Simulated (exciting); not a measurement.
An input for exciting (release sodium) (CdS (Hawleyite)):

File input.xml:

```xml
<input>
  <title>CdS</title>
  <structure speciespath="./" tshift="false">
    <crystal scale="1">
      <basevect>0.012277550632 5.355039751550 5.488734095415</basevect>
      <basevect>5.515827098864 -0.120970817868 5.621982463915</basevect>
      <basevect>5.468844727953 5.441303859413 -0.073988446957</basevect>
    </crystal>
    <species speciesfile="Cd.xml" rmt="2.3">
      <atom coord="0.000000000000 0.000000000000 0.000000000000"/>
    </species>
    <species speciesfile="S.xml" rmt="1.9">
      <atom coord="0.750000000000 0.750000000000 0.750000000000"/>
    </species>
  </structure>
  <groundstate do="fromscratch" ngridk="5 5 5" rgkmax="7.5" gmaxvr="14" lmaxapw="10" lmaxmat="10" lmaxvr="8" stype="Fermi Dirac" swidth="0.00183747" nempty="10" ValenceRelativity="iora*" epsengy="1e-05" epspot="1e-05" maxscl="60" tforce="true" outputlevel="normal" mixer="lin" beta0="1.5" betadec="1">
    <libxc exchange="XC_GGA_X_RPBE" correlation="XC_GGA_C_PBE"/>
  </groundstate>
  <properties>
    <EFG/>
    <mossbauer/>
    <DFTD2/>
  </properties>
</input>
```

Potentials or basis: all-electron LAPW+lo, shipped species files, valence relativity iora*.

Command:

```sh
$ OMP_NUM_THREADS=1 exciting_smp
```

Does this run start?

The run stopped without a result. It printed:

Output:

```text
================================================================================
EXCITING SODIUM started
All units are atomic (Hartree, Bohr, etc.)
================================================================================

********************************************************************************
* Ground-state run starting from atomic densities                              *
********************************************************************************

++++++++++++++++++++++++++++++++++++++++++++++++++++++++++++++++++++++++++++++++
[... 233 lines left out ...]
                  atom     1    Cd          :        31.90884141
                  atom     2     S          :        21.10344432
     total charge in muffin-tins            :        53.01228573
     total charge                           :        64.00000000

 RMS change in effective potential (target) :   466.743      ( 0.100000E-04)
 Absolute change in total energy   (target) :   136218.      ( 0.100000E-04)
 Charge distance                   (target) :  0.625783      ( 0.100000E-04)
 Abs. change in max-nonIBS-force   (target) :   1.92572      ( 0.500000E-04)

++++++++++++++++++++++++++++++++++++++++++++++++++++++++++++++++++++++++++++++++
+ SCF iteration number :    6                                                  +
++++++++++++++++++++++++++++++++++++++++++++++++++++++++++++++++++++++++++++++++
```

On the terminal:

```text
Note: The following floating-point exceptions are signalling: IEEE_UNDERFLOW_FLAG IEEE_DENORMAL

Error(genlofr): degenerate local-orbital radial functions
 for species    1
 atom    1
 and local-orbital    4
 ZGESV returned INFO =        3

exciting has terminated
```
